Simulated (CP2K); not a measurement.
Runs of CP2K 2026.2 on Bi. It takes space group Im-3m (No. 229, cubic). The conventional cell has a = 3.963 Å, b = 3.963 Å, c = 3.963 Å, α = 90.00°, β = 90.00°, γ = 90.00°. Around Bi (site symmetry m-3m) lie 8 Bi at 3.43 Å. This isn't the form of Bi at room conditions, which is rhombohedral.

| level | cutoff radius of the dispersion sum (A) | cutoff of the non-local correlation (Ry) | gap on the mesh (eV) | pressure (GPa) |
| --- | --- | --- | --- | --- |
| PBEsol+D4 | 20 | - | none | (a) |
| PBEsol | - | - | none | 0.4 |
| PBEsol+D3(BJ) | 20 | - | none | (b) |
| PBEsol+D3(BJ)+ATM | 20 | - | none | -2.3 |
| PBEsol+D3 | 20 | - | none | -0.7 |
| PBEsol+rVV10 | - | 300 | none | 0.3 |

Alike in all rows: task single point; potentials or basis POTENTIAL_UZH Bi GTH-PBE-q5; TZVP-MOLOPT-PBE-GTH basis; no spin polarisation; cell as given; k mesh 9 × 9 × 9; smearing fermi-dirac 0.05 eV.

Task: Estimate the missing entries.

Result: (a) -1.2; (b) -2.4.

Caveats: the potentials were made for another functional, which shifts forces and pressure; spin-orbit coupling is left out, which moves the levels of the heavy elements; the basis of atomic orbitals isn't converged, which shifts pressures, moduli and gaps; pairwise dispersion overbinds metals, which lowers pressure and volume (some runs).

A k mesh can miss the band edges, and the runs leave out spin-orbit coupling on Bi.

A gap of «none» marks a metal or a gap under the smearing width.
